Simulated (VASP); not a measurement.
# C (C2/m) in VASP: further runs

The runs below take C through relaxation of cell and atoms, single point, with PBEsol.

All numbers are computed with VASP 6.6.1; they aren't measurements. Logs are shortened: lines on timing, memory, paths and dates and some standing lists are left out, and cuts for length are marked.

### 1 The crystal as given

The structure is monoclinic, space group C2/m (No. 12). The conventional cell has a = 4.255 Å, b = 2.457 Å, c = 3.765 Å, α = 90.00°, β = 111.49°, γ = 90.00°. Around C (site symmetry m) lie 3 C at 1.42 Å.

This is a stacking variant of graphite.

### 2 Relaxation of cell and atoms, PBEsol

INCAR

```
PREC = Accurate
ENCUT = 300
EDIFF = 1E-7
ISMEAR = 0
SIGMA = 0.1
LREAL = False
LASPH = True
NELM = 100
ALGO = Normal
ISIF = 3
LWAVE = False
LCHARG = False
GGA = PS
IBRION = 2
NSW = 90
EDIFFG = -0.005
```

KPOINTS

```
Automatic mesh
0
Gamma
  16 16 10
```

POSCAR

```
C
1.0
    2.1273203100     -1.2282824400      0.0000000000
    2.1273203100      1.2282824400      0.0000000000
   -1.3790696300      0.0000000000      3.5028300800
C
2
Direct
    0.8333555300      0.8333555300      0.0000930400
    0.1666444700      0.1666444700      0.9999069600
```

Potentials or basis: VASP PAW PBE potentials, release 64 (C).

Launch:

```bash
$ cat potpaw_PBE.64/C/POTCAR > POTCAR
$ mpirun -np 1 vasp_std > vasp.out
```

OUTCAR:

```text
PREC = Accurate
   ENCUT = 300
   EDIFF = 1E-7
   ISMEAR = 0
   LREAL = False
   LASPH = True
   NELM = 100
   ISIF = 3
   GGA = PS
   IBRION = 2
   NSW = 90
   EDIFFG = -0.005

 ion  position               nearest neighbor table
   1  0.833  0.833  0.000-   2 1.42   2 1.42   2 1.42
   2  0.167  0.167  1.000-   1 1.42   1 1.42   1 1.42

  LATTYP: Found a base centered monoclinic cell.
 ALAT       =     4.2546406200
 B/A-ratio  =     0.5773848133
 C/A-ratio  =     0.8848045588
 COS(beta)  =    -0.3663329311

  Lattice vectors:

 A1 = (   2.1273203100,  -1.2282824400,   0.0000000000)
 A2 = (   2.1273203100,   1.2282824400,   0.0000000000)
 A3 = (  -1.3790696300,   0.0000000000,   3.5028300800)

Analysis of symmetry for initial positions (statically):
=====================================================================
 Subroutine PRICEL returns:
 Original cell was already a primitive cell.

 Routine SETGRP: Setting up the symmetry group for a
 base centered monoclinic supercell.

 Subroutine GETGRP returns: Found  4 space group operations
 (whereof  4 operations were pure point group operations)
 out of a pool of  4 trial point group operations.

The static configuration has the point symmetry C_2h.

Analysis of symmetry for dynamics (positions and initial velocities):
=====================================================================
 Subroutine PRICEL returns:
 Original cell was already a primitive cell.

 Routine SETGRP: Setting up the symmetry group for a
 base centered monoclinic supercell.

 Subroutine GETGRP returns: Found  4 space group operations
 (whereof  4 operations were pure point group operations)
 out of a pool of  4 trial point group operations.

The dynamic configuration has the point symmetry C_2h.

 Subroutine INISYM returns: Found  4 space group operations
 (whereof  4 operations are pure point group operations),
 and found     1 'primitive' translations

----------------------------------------------------------------------------------------

                                     Primitive cell

  volume of cell :      18.3054

  direct lattice vectors                    reciprocal lattice vectors
     2.127320310 -1.228282440  0.000000000     0.235037478 -0.407072497  0.092534619
     2.127320310  1.228282440  0.000000000     0.235037478  0.407072497  0.092534619
    -1.379069630  0.000000000  3.502830080     0.000000000  0.000000000  0.285483445

  length of vectors
     2.456454651  2.456454651  3.764525417     0.479075453  0.479075453  0.285483445

  position of ions in fractional coordinates (direct lattice)
     0.833355530  0.833355530  0.000093040
     0.166644470  0.166644470  0.999906960

  ion indices of the primitive-cell ions
   primitive index   ion index
                 1           1
                 2           2

----------------------------------------------------------------------------------------

 KPOINTS: Automatic mesh

Automatic generation of k-mesh.
 Grid dimensions read from file:
 generate k-points for:   16   16   10

 Generating k-lattice:

  Cartesian coordinates                     Fractional coordinates (reciprocal lattice)
     0.014689842 -0.025442031  0.005783414     0.062500000  0.000000000 -0.000000000
     0.014689842  0.025442031  0.005783414     0.000000000  0.062500000 -0.000000000
     0.000000000  0.000000000  0.028548345     0.000000000  0.000000000  0.100000000

  Length of vectors
     0.029942216  0.029942216  0.028548345

  Shift w.r.t. Gamma in fractional coordinates (k-lattice)
     0.000000000  0.000000000  0.000000000

 Subroutine IBZKPT returns following result:
 ===========================================

 Found    690 irreducible k-points:

 Following reciprocal coordinates:
            Coordinates               Weight
  0.000000  0.000000  0.000000      1.000000
  0.062500  0.000000  0.000000      4.000000
  0.125000  0.000000  0.000000      4.000000
  0.187500  0.000000  0.000000      4.000000
  0.250000  0.000000  0.000000      4.000000
  0.312500  0.000000  0.000000      4.000000
[... 16 lines left out ...]
 -0.125000  0.062500 -0.000000      4.000000
 -0.062500  0.062500  0.000000      2.000000
 [... further k-points ...]
   k-points           NKPTS =    690   k-points in BZ     NKDIM =    690   number of bands    NBANDS=      8
   number of dos      NEDOS =    301   number of ions     NIONS =      2
   total plane-waves  NPLWV =   4704
   dimension x,y,z NGX =    14 NGY =   14 NGZ =   24
   dimension x,y,z NGXF=    28 NGYF=   28 NGZF=   48
   ions per type =               2
   NGX,Y,Z   is equivalent  to a cutoff of   9.47,  9.47, 10.60 a.u.
   NGXF,Y,Z  is equivalent  to a cutoff of  18.95, 18.95, 21.20 a.u.
 SYSTEM =  unknown system
   PREC   = accura    normal or accurate (medium, high low for compatibility)
   ISTART =      0    job   : 0-new  1-cont  2-samecut
   ICHARG =      2    charge: 1-file 2-atom 10-const
   ISPIN  =      1    spin polarized calculation?
   LNONCOLLINEAR =      F non collinear calculations
   LSORBIT =      F    spin-orbit coupling
   LASPH  =      T    aspherical Exc in radial PAW
   ENCUT  =  300.0 eV  22.05 Ry    4.70 a.u.   3.47  3.47  5.32*2*pi/ulx,y,z
   NELM   =    100;   NELMIN=  2; NELMDL= -5     # of ELM steps
   EDIFF  = 0.1E-06   stopping-criterion for ELM
   LREAL  =      F    real-space projection
   EDIFFG = -.5E-02   stopping-criterion for IOM
   NSW    =     90    number of steps for IOM
   IBRION =      2    ionic relax: 0-MD 1-quasi-New 2-CG
   NFREE  =      1    steps in history (QN), initial steepest desc. (CG)
   ISIF   =      3    stress and relaxation
   ISYM   =      2    0-nonsym 1-usesym 2-fastsym
   POTIM  = 0.5000    time-step for ionic-motion
   TEBEG  =    0.0;   TEEND  =   0.0 temperature during run
   PSTRESS=    0.0 pullay stress
   NELECT =       8.0000    total number of electrons
   NUPDOWN=      -1.0000    fix difference up-down
   EMIN   =  10.00;   EMAX   =-10.00  energy-range for DOS
   EFERMI =   0.00;   METHOD = LEGACY
   ISMEAR =     0;   SIGMA  =   0.10  broadening in eV -4-tet -1-fermi 0-gaus
   EFERMI_NEDOS =   21; number of points for ismear=-14 and -15
   IALGO  =     38    algorithm
   IMIX   =      4    mixing-type and parameters
     AMIX     =   0.40;   BMIX     =  1.00
     AMIX_MAG =   1.60;   BMIX_MAG =  1.00
  volume/ion in A,a.u.               =       9.15        61.77
  Fermi-wavevector in a.u.,A,eV,Ry     =   1.242352  2.347705 20.999765  1.543439
  Thomas-Fermi vector in A             =   2.376710
   LORBIT       =      0    0 simple, 1 ext, 2 COOP (PROOUT), +10 PAW based schemes
   GGA     = PS    functional components
   LHFCALC =     F    Hartree Fock is set to
   AEXX    =    0.0000 exact exchange contribution
   IVDW    =     0    specifies the selected vdW correction
   LEPSILON=     F    determine dielectric tensor
   LRPA    =     F    only Hartree local field effects (RPA)
 conjugate gradient relaxation of ions
 non-spin polarized calculation
 Gauss-broadening in eV      SIGMA  =   0.10
  energy-cutoff  :      300.00
  volume of cell :       18.31
 maximum number of plane-waves:       228
 NGX is ok and might be reduce to    14
   NGX =  7   NGY =  7   NGZ = 11

--------------------------------------- Ionic step        1  -------------------------------------------

 number of electron       7.9999998 magnetization

 Free energy of the ion-electron system (eV)
  ---------------------------------------------------
  ext. energy  EPLUGINS =         0.00000000
  ---------------------------------------------------
  free energy    TOTEN  =       -19.37011466 eV

  energy without entropy =      -19.37011465  energy(sigma->0) =      -19.37011465

------------------------ aborting loop because EDIFF is reached ----------------------------------------

  FORCE on cell =-STRESS in cart. coord.  units (eV):
  Direction    XX          YY          ZZ          XY          YZ          ZX
  --------------------------------------------------------------------------------------
  -------------------------------------------------------------------------------------
  Total       -1.3966745     -1.4066977     -2.1489422      0.0000000      0.0000000     -0.0037178
  in kB     -122.2434479   -123.1207210   -188.0854135      0.0000000      0.0000000     -0.3253978
  external PRESSURE =    -144.4831941 kB  Pullay stress =       0.0000000 kB
[... 89 lines left out ...]
  FREE ENERGIE OF THE ION-ELECTRON SYSTEM (eV)
  ---------------------------------------------------
  free  energy   TOTEN  =       -19.4217242062 eV

  energy  without entropy=      -19.4217241676  energy(sigma->0) =      -19.42172419

[... ionic steps 4 to 17 ...]

--------------------------------------- Ionic step       18  -------------------------------------------

 number of electron       8.0000000 magnetization

------------------------ aborting loop because EDIFF is reached ----------------------------------------

  FORCE on cell =-STRESS in cart. coord.  units (eV):
  Direction    XX          YY          ZZ          XY          YZ          ZX
  --------------------------------------------------------------------------------------
  -------------------------------------------------------------------------------------
  Total        0.0109929      0.0159359      0.0011938      0.0000000      0.0000000     -0.0035387
  in kB        1.1354811      1.6460562      0.1233092      0.0000000      0.0000000     -0.3655209
  external PRESSURE =       0.9682821 kB  Pullay stress =       0.0000000 kB
[... 57 lines left out ...]
  energy  without entropy=      -19.5384804697  energy(sigma->0) =      -19.53855074

--------------------------------------- Ionic step       20  -------------------------------------------

 number of electron       8.0000000 magnetization

 Free energy of the ion-electron system (eV)
  ---------------------------------------------------
  ext. energy  EPLUGINS =         0.00000000
  ---------------------------------------------------
  free energy    TOTEN  =       -19.53862277 eV

  energy without entropy =      -19.53848281  energy(sigma->0) =      -19.53855279

 E-fermi :   5.9244     XC(G=0): -11.3657

 val. band max:        5.8924150770   @ k =  -0.3125   0.3125   0.0000
 cond. band min:       5.9987818630   @ k =  -0.3125   0.3750   0.3000
 fundamental gap:      0.1063667861
 Fermi energy:         5.9243612489

 k-point     1 :       0.0000    0.0000    0.0000
  band No.  band energies     occupation
      1     -14.2465      2.00000
      2      -0.1886      2.00000
      3       2.8951      2.00000
      4       2.9265      2.00000
      5      10.9028      0.00000
      6      14.5623      0.00000
      7      14.5848      0.00000
      8      17.5327      0.00000
[... 243 lines left out ...]
 k-point    24 :      -0.0625    0.0625    0.0000
  band No.  band energies     occupation
      1     -13.9598      2.00000
      2       0.1338      2.00000
      3       1.8802      2.00000
      4       2.3049      2.00000
      5      11.2254      0.00000
      6      14.7384      0.00000
      7      15.6500      0.00000
      8      16.5375      0.00000

 [... further k-points ...]
[... 5 lines left out ...]
  --------------------------------------------------------------------------------------
  -------------------------------------------------------------------------------------
  Total        0.0070158      0.0062038      0.0011915      0.0000000      0.0000000     -0.0029478
  in kB        0.7246494      0.6407711      0.1230642      0.0000000      0.0000000     -0.3044693
  external PRESSURE =       0.4961616 kB  Pullay stress =       0.0000000 kB
[... 17 lines left out ...]
  FREE ENERGIE OF THE ION-ELECTRON SYSTEM (eV)
  ---------------------------------------------------
  free  energy   TOTEN  =       -19.5386227685 eV

  energy  without entropy=      -19.5384828143  energy(sigma->0) =      -19.53855279

 reached required accuracy - stopping structural energy minimisation
```

Run time: 3.5 min. Hardware: 1 thread of AMD EPYC 9R45 (Zen 5), shared host; peak memory 0.11 GiB.

The run converged, but a check on its numbers failed (symmetry, net force, bounds or a known fault of this set-up), so they aren't taken as properties of the crystal.

Caveat: the cutoff lies under the usual one of these potentials, so the numbers hold a large basis-set error; the volume moved by over 15 % at a fixed basis, so the end points are rough; the PAW data sets were made with another functional, which shifts forces and pressure a little; this functional lacks dispersion, which binds the layers, so the pressure and a relaxed spacing across them are unreliable.

### 3 Relaxation of cell and atoms, PBEsol

INCAR, as its differences from that of step 2:

```diff
@@ -1,3 +1,3 @@
 PREC = Accurate
-ENCUT = 300
+ENCUT = 600
 EDIFF = 1E-7
```

KPOINTS

```
Automatic mesh
0
Gamma
  6 6 4
```

POSCAR is that of step 2.

Potentials or basis: VASP PAW PBE potentials, release 64 (C).

Launch:

```bash
$ cat potpaw_PBE.64/C/POTCAR > POTCAR
$ mpirun -np 1 vasp_std > vasp.out
```

It took 49 s on 1 thread of AMD EPYC 9R45 (Zen 5), shared host; peak memory 0.1 GiB.

The run converged. Its results:

```yaml
Free_energy: -19.2651 eV
Relaxed_volume: 8.71 Å³/atom
Relaxed_cell: a = 2.461 Å, b = 2.461 Å, c = 3.608 Å, α = 109.77°, β = 109.77°, γ = 59.99°
Space_group_after_relaxing_to_0.05_Å: R-3m (No. 166)
Energy_gained_by_relaxing: 2.1 meV/atom
Ionic_steps: 22
Pressure_after_relaxing: 0.0 GPa
Largest_force_after_relaxing: 0.004 eV/Å
Band_gap_on_the_k_mesh: 0.71 eV, direct
```

Forces on the atoms (eV/Å):
```
C   -0.001  0.000 -0.004
C    0.001  0.000  0.004
```

The path:
| step | energy change (eV) | largest force (eV/Å) | pressure (GPa) | volume (Å³) |
| --- | --- | --- | --- | --- |
| 1 | 0.0000 | 0.0520 | 1.21 | 18.31 |
| 2 | 0.0018 | 0.0348 | -3.82 | 18.49 |
| 3 | -0.0007 | 0.0249 | -0.54 | 18.37 |
| 4 | -0.0010 | 0.0187 | -0.44 | 18.31 |
| 5 | -0.0013 | 0.1098 | -0.24 | 18.20 |
| 6 | -0.0014 | 0.1049 | -0.20 | 18.18 |
| 7 | -0.0018 | 0.0983 | -0.18 | 18.12 |
| 8 | -0.0024 | 0.1230 | -0.10 | 17.99 |
| 9 | -0.0029 | 0.2445 | 0.09 | 17.74 |
| 10 | -0.0031 | 0.2287 | 0.08 | 17.71 |
| 11 | -0.0035 | 0.1810 | 0.07 | 17.64 |
| 12 | -0.0040 | 0.0846 | 0.07 | 17.50 |
| 13 | -0.0037 | 0.1144 | 0.09 | 17.21 |
| 14 | -0.0041 | 0.0237 | 0.06 | 17.40 |
| 15 | -0.0041 | 0.0182 | 0.07 | 17.40 |
| 16 | -0.0041 | 0.0156 | 0.04 | 17.40 |
| 17 | -0.0041 | 0.0085 | -0.01 | 17.41 |
| 18 | -0.0041 | 0.0063 | -0.03 | 17.42 |
| 19 | -0.0041 | 0.0063 | -0.02 | 17.42 |
| 20 | -0.0041 | 0.0060 | -0.03 | 17.42 |
| 21 | -0.0041 | 0.0061 | -0.04 | 17.42 |
| 22 | -0.0041 | 0.0042 | -0.01 | 17.42 |

Final structure:
```xyz
2
Lattice="2.1314 -1.2302 -0.0085 2.1314 1.2302 -0.0085 -1.3958 0.0000 3.3273" Properties=species:S:1:pos:R:3 pbc="T T T"
C     3.5524    0.0000   -0.0115
C    -0.6852    0.0000    3.3217
```

Levels at points of the mesh, in eV from the valence-band top:
```csv
k point,band 2,band 3,band 4,band 5,band 6,band 7
"(0.00, 0.00, 0.00)",-6.19,-2.61,-2.61,4.46,8.73,8.74
"(0.50, 0.00, 0.00)",-12.95,-6.01,-1.61,2.35,8.00,12.14
"(0.50, 0.50, 0.00)",-12.85,-6.07,-2.40,1.62,7.57,13.48
"(0.00, 0.00, 0.50)",-8.31,-2.63,-2.63,8.67,8.68,10.93
"(0.50, 0.00, 0.50)",-12.85,-6.07,-2.41,1.60,7.56,13.50
"(0.50, 0.50, 0.50)",-12.95,-6.00,-1.63,2.33,8.01,12.17
```

Caveat: the k mesh is coarse (spacing up to 0.50 Å⁻¹), so the values aren't converged; the PAW data sets were made with another functional, which shifts forces and pressure a little; this functional lacks dispersion, which binds the layers, so the pressure and a relaxed spacing across them are unreliable.

### 4 Single point, PBEsol

INCAR

```
PREC     = Accurate       # precision mode
ENCUT    = 520            # plane-wave cutoff, eV
EDIFF    = 1E-6           # SCF threshold, eV
ISMEAR   = 0              # smearing method
SIGMA    = 0.1            # smearing width, eV
LREAL    = False          # projectors in reciprocal space
LASPH    = True           # aspherical terms in the spheres
NELM     = 100            # most SCF steps
ALGO     = Normal         # electronic algorithm
ISIF     = 2              # what is computed and relaxed
LWAVE    = False          # write WAVECAR
LCHARG   = False          # write CHGCAR
GGA      = PS             # functional
```

KPOINTS

```
regular mesh
0
Gamma
  16 16 10
```

POSCAR is that of step 3.

Launch:

```bash
$ cat potpaw_PBE.64/C/POTCAR > POTCAR
$ mpirun -np 1 vasp_std > vasp.out
```

Run time: 41 s. Hardware: 1 thread of AMD EPYC 9R45 (Zen 5), shared host; peak memory 0.16 GiB.

The run converged. Its results:

* Free energy: -19.2896 eV
* Pressure: 1.6 GPa
* Largest force: 0.004 eV/Å
* Band gap on the k mesh: 0.61 eV, indirect (least direct gap 0.62 eV)

Forces in eV/Å, atoms in the order of the input:
```
C    0.002  0.000 -0.003
C   -0.002  0.000  0.003
```

Stress tensor (GPa, compression positive):
```
 2.14  0.00 -0.03
 0.00  2.07  0.00
-0.03  0.00  0.46
```

Levels at points of the mesh, in eV from the valence-band top:
| k point | band 1 | band 2 | band 3 | band 4 | band 5 | band 6 | band 7 | band 8 |
| --- | --- | --- | --- | --- | --- | --- | --- | --- |
| (0.00, 0.00, 0.00) | -19.41 | -6.62 | -2.72 | -2.72 | 3.95 | 8.65 | 8.65 | 11.78 |
| (0.50, 0.00, 0.00) | -14.02 | -13.07 | -6.14 | -1.83 | 2.21 | 7.87 | 11.73 | 12.18 |
| (0.50, 0.50, 0.00) | -13.94 | -13.01 | -6.18 | -2.38 | 1.61 | 7.58 | 13.00 | 14.43 |
| (0.00, 0.00, 0.50) | -19.20 | -8.22 | -2.73 | -2.73 | 8.61 | 8.62 | 9.59 | 11.93 |
| (0.50, 0.00, 0.50) | -13.93 | -13.01 | -6.18 | -2.43 | 1.56 | 7.58 | 13.09 | 14.66 |
| (0.50, 0.50, 0.50) | -14.01 | -13.07 | -6.14 | -1.87 | 2.15 | 7.87 | 11.82 | 12.33 |

Caveat: the PAW data sets were made with another functional, which shifts forces and pressure a little; this functional lacks dispersion, which binds the layers, so the pressure and a relaxed spacing across them are unreliable. A k mesh can miss the band edges.

(Part 1 of 2 ends here.)
